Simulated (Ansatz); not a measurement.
This script makes relaxations under a series of pressures of S, space group R-3m with Ansatz 0.2.0, Python API.

`s_compress.py`:
```python
# -*- coding: utf-8 -*-
import ansatz
import numpy as np
import pandas as pd

def edges_and_angles(cell):
    cell = np.asarray(cell)
    a, b, c = np.linalg.norm(cell, axis=1)
    cosines = cell[1] @ cell[2] / (b * c), cell[0] @ cell[2] / (a * c), cell[0] @ cell[1] / (a * b)
    return (a, b, c, *np.degrees(np.arccos(cosines)))


def main():
    cell = (
        ansatz.Lattice.of((1.6385, 0.945988, 0.861333), (-1.6385, 0.945988, 0.861333), (0.0, -1.891977, 0.861333))
        .atom("S", (0.0, 0.0, 0.0))
    )

    job = (
        cell.calculation()
        .basis(450)
        .kpoints(15)
        .functional("pbe", dispersion="d3bjatm")
        .occupations("fermi_dirac")
    )

    rows = []
    for pressure in [0, 2, 4, 6, 8]:
        result = job.relax(cell=True, pressure=pressure).run(threads=1, backend="cpu")
        cell = result.lattice.cell_ang
        n_atoms = len(result.lattice.sites)
        volume = abs(np.linalg.det(cell)) / n_atoms
        enthalpy = result.report["free_energy_ev"] / n_atoms + pressure * volume / 160.21766
        rows.append((pressure, volume, enthalpy, *edges_and_angles(cell)))
        print(f"{pressure} GPa done: {volume:.4f} A^3/atom")

    table = pd.DataFrame(rows, columns=["P_GPa", "V_A3_atom", "H_eV_atom", "a", "b", "c", "alpha", "beta", "gamma"])
    print(table.round(4).to_string(index=False))
    p, v = np.array([row[0] for row in rows], float), np.array([row[1] for row in rows])
    print("mean bulk modulus between rows (GPa):", np.round(-np.diff(p) / np.diff(np.log(v)), 1))


if __name__ == "__main__":
    main()
```

Its results, one of them left out:

| P (GPa) | relaxed V (Å³/atom) |
| --- | --- |
| 0 | 16.565 |
| 2 | 16.221 |
| 4 | 15.911 |
| 6 | 15.629 |
| 8 | ? |

What volume does the cell relax to at 8 GPa?

Murnaghan's form V = V0 (1 + B' P / B0)^(-1/B') through the 4 rows shown gives V0 = 16.565 Å³, B0 = 91.5 GPa and B' = 4.06, and so 15.370 Å³ an atom at 8 GPa. The run gave 15.370 Å³, 0.00 % away.

At a fixed pressure a relaxation lowers the enthalpy F + PV, while F alone can rise. Dispersion corrections can be off by several per cent in the lattices of metals, and by several GPa in the pressure at a fixed cell. The mesh is modest for a metal, so energies can be off by several to tens of meV an atom and pressures by half a GPa or more; differences at equal mesh fare better. A cell that swells this much on relaxing started as a compressed, perhaps high-pressure structure. The cell relaxed to the group Pm-3m; tensors and edges are in the axes of the typed cell. This isn't the structure that S takes at ambient conditions. Symmetry holds the cell in this phase, whether or not it is the stable one at each pressure. The whole script took 3.5 min on 1 thread of Arm Neoverse V2 (shared host), peak memory 0.46 GiB.
